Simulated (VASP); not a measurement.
**TaN: single point with r2SCAN+U**

The system is TaN.

```
Ta N
1.0
     2.93800    0.00000    0.00000
    -1.46900    2.54438    0.00000
     0.00000    0.00000    2.88300
Ta N
1 1
Direct
  0.33333 0.66667 0.50000
  0.00000 0.00000 0.00000
```

```json
{
 "Program": "VASP 6.6.1",
 "Task": "single point",
 "Functional": "r2SCAN",
 "Potentials or basis": "VASP PAW PBE potentials, release 64 (Ta_pv, N)",
 "Cutoff": "520 eV",
 "k mesh": "7 × 7 × 7",
 "Occupations": "gaussian, width 0.05 eV",
 "Spin": "collinear spin, zero start",
 "Starting moments": "[-0.0, 0.0] μB",
 "Hubbard terms": "Ta d U = 3.0 eV",
 "Dipole correction": "no",
 "Further INCAR settings": "ALGO = Normal; EDIFF = 1e-06; NBANDS = 19"
}
```

```yaml
Pressure: 11.2 GPa
Band_gap_on_the_k_mesh: none (metal or under the smearing width)
Net_moment: 0.00 μB per cell
Valence_electrons_inside_the_program's_atomic_spheres: Ta 8.92; N 3.80
```

Stress tensor (GPa, compression positive):
```
10.51  0.00  0.00
 0.00 10.51  0.00
 0.00  0.00 12.50
```

Levels at points of the mesh, in eV from the Fermi level:
Spin up:
```tsv
k point	band 5	band 6	band 7	band 8	band 9	band 10	band 11	band 12
(0.00, 0.00, 0.00)	-4.98	-4.98	-4.57	-3.44	2.09	3.66	3.66	4.53
```
Spin down:
```
           k point  band 6  band 7  band 8  band 9  band 10  band 11
(0.00, 0.00, 0.00)   -4.98   -4.57   -3.44    2.09     3.66     3.66
```

Eigenvalues of the final occupation matrices:
```csv
site,spin,trace,eigenvalues
site 1 d,1,1.19,0.18 0.18 0.26 0.26 0.31
site 1 d,2,1.19,0.18 0.18 0.26 0.26 0.31
```

Run time: 68 s on 1 thread of Intel(R) Xeon(R) Platinum 8488C (Sapphire Rapids), on a shared host, peak memory 0.17 GiB.

Caveat: the PAW data sets were made with another functional, which shifts forces and pressure a little. The state reached can hang on the start; a lower one may exist.
